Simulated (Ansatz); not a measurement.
Input, command and steps of an Ansatz relaxation.

```yaml
crystal:
  lattice:
    - [5.5480920006, 0.0, 0.0]
    - [-2.7740460003, 4.804788615, 0.0]
    - [0.0, 0.0, 4.4446038534]
  atoms:
    - { symbol: Ti, position: [0.3431759298, 0.1715879649, 0.75] }
    - { symbol: Ti, position: [0.8284120351, 0.1715879649, 0.75] }
    - { symbol: Ti, position: [0.8284120351, 0.6568240702, 0.75] }
    - { symbol: Ti, position: [0.6568240702, 0.8284120351, 0.25] }
    - { symbol: Ti, position: [0.1715879649, 0.8284120351, 0.25] }
    - { symbol: Ti, position: [0.1715879649, 0.3431759298, 0.25] }
    - { symbol: Si, position: [0.3333333333, 0.6666666667, 0.75] }
    - { symbol: Si, position: [0.6666666667, 0.3333333333, 0.25] }
basis:
  ecutwfc: 420
kpoints:
  mp_grid: { grid: [6, 6, 8] }
hamiltonian:
  xc: pbesol
scf:
  occupations: { method: gaussian, width: 0.1 }
output:
  forces: true
  stress: true
  eigenvalues: true
relax:
  adjacent_minimum: "off"
  f_tol: 0.008
  max_steps: 50
  cell: { stress_tol: 0.08, p_target: 2.0 }
```

```bash
ansatz run input.yaml --threads 2 --pin off --max-ram 5120MiB --backend cpu --events-out ev --progress --plain --runs-dir out
```

Computed with DFT PBEsol, scalar-relativistic, plane waves, PAW (Ansatz).

Of 4 frames 3 are shown, positions in Å and forces in eV/Å; the SCF threshold varies from step to step. Steps run on the plane waves of an earlier cell, with a Pulay correction in the pressure. The basis is chosen afresh for the last frame, the zero of the energies, and at times for earlier ones too; energy and pressure step there, also at an unchanged geometry. The relaxation lowers the enthalpy F + PV at the target pressure, so the free energy itself can rise.

```xyz
8
Lattice="5.5481 0.0000 0.0000 -2.7740 4.8048 0.0000 0.0000 0.0000 4.4446" Properties=species:S:1:pos:R:3:forces:R:3 pbc="T T T" step=1 free_energy_over_end_meV_per_atom=1.28 pressure_GPa=2.88
Ti    1.4280    0.8244    3.3335   -0.0040   -0.0023    0.0000
Ti    4.1201    0.8244    3.3335    0.0040   -0.0023    0.0000
Ti    2.7740    3.1559    3.3335    0.0000    0.0047    0.0000
Ti    1.3461    3.9803    1.1112    0.0040    0.0023    0.0000
Ti   -1.3461    3.9803    1.1112   -0.0040    0.0023    0.0000
Ti    0.0000    1.6489    1.1112    0.0000   -0.0047    0.0000
Si    0.0000    3.2032    3.3335    0.0000    0.0000    0.0000
Si    2.7740    1.6016    1.1112    0.0000    0.0000    0.0000
8
Lattice="5.5637 0.0000 0.0000 -2.7819 4.8183 0.0000 0.0000 0.0000 4.4591" Properties=species:S:1:pos:R:3:forces:R:3 pbc="T T T" step=2 free_energy_over_end_meV_per_atom=-0.50 pressure_GPa=1.52
Ti    1.4331    0.8274    3.3443   -0.0193   -0.0111    0.0000
Ti    4.1306    0.8274    3.3443    0.0193   -0.0111    0.0000
Ti    2.7819    3.1635    3.3443    0.0000    0.0223    0.0000
Ti    1.3488    3.9909    1.1148    0.0193    0.0111    0.0000
Ti   -1.3488    3.9909    1.1148   -0.0193    0.0111    0.0000
Ti    0.0000    1.6548    1.1148    0.0000   -0.0223    0.0000
Si    0.0000    3.2122    3.3443    0.0000    0.0000    0.0000
Si    2.7819    1.6061    1.1148    0.0000    0.0000    0.0000
8
Lattice="5.5574 0.0000 0.0000 -2.7787 4.8129 0.0000 0.0000 0.0000 4.4549" Properties=species:S:1:pos:R:3:forces:R:3 pbc="T T T" step=4 free_energy_over_end_meV_per_atom=0.00 pressure_GPa=2.00
Ti    1.4305    0.8259    3.3412   -0.0053   -0.0030    0.0000
Ti    4.1269    0.8259    3.3412    0.0053   -0.0030    0.0000
Ti    2.7787    3.1611    3.3412    0.0000    0.0061    0.0000
Ti    1.3482    3.9870    1.1137    0.0053    0.0030    0.0000
Ti   -1.3482    3.9870    1.1137   -0.0053    0.0030    0.0000
Ti    0.0000    1.6518    1.1137    0.0000   -0.0061    0.0000
Si    0.0000    3.2086    3.3412    0.0000    0.0000    0.0000
Si    2.7787    1.6043    1.1137    0.0000    0.0000    0.0000
```

Time: 57 s on 2 threads of Intel(R) Xeon(R) Processor @ 2.50GHz (Skylake/Cascade Lake), with other jobs on the host, peak memory 0.55 GiB.